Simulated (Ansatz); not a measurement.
A 2-atom cell of LiBr (Fm-3m) from a materials database (r2SCAN geometry), in Ansatz:

```yaml
crystal:
  lattice:
    - [0.00000, 2.73959, 2.73959]
    - [2.73959, 0.00000, 2.73959]
    - [2.73959, 2.73959, 0.00000]
  atoms:
    - { symbol: Li, position: [0.00000, 0.00000, 0.00000] }
    - { symbol: Br, position: [0.50000, 0.50000, 0.50000] }
```

G0W0@PBE with 304 empty bands, a screening cutoff of 220 eV and a 6×6×6 mesh (PAW, contour deformation) gives 7.292 eV over the mesh points, from a PBE gap of 4.991 eV; it sums over 309 bands with 307 plane waves in the screening and a wave cutoff of 420 eV. No extrapolation in bands, cutoff or mesh was made for G0W0. (Simulation; spin polarisation is off.)

Q: Estimate the gap with starting point PBE0.

A: 8.065 eV (+0.773 eV), from a Kohn-Sham gap of 6.903 eV.

Q: Estimate the gap with mesh 8×8×8, empty bands 66, screening cutoff 80 eV.

A: 6.995 eV (-0.297 eV), from a Kohn-Sham gap of 4.991 eV.

The runs are scalar-relativistic, without spin-orbit coupling.
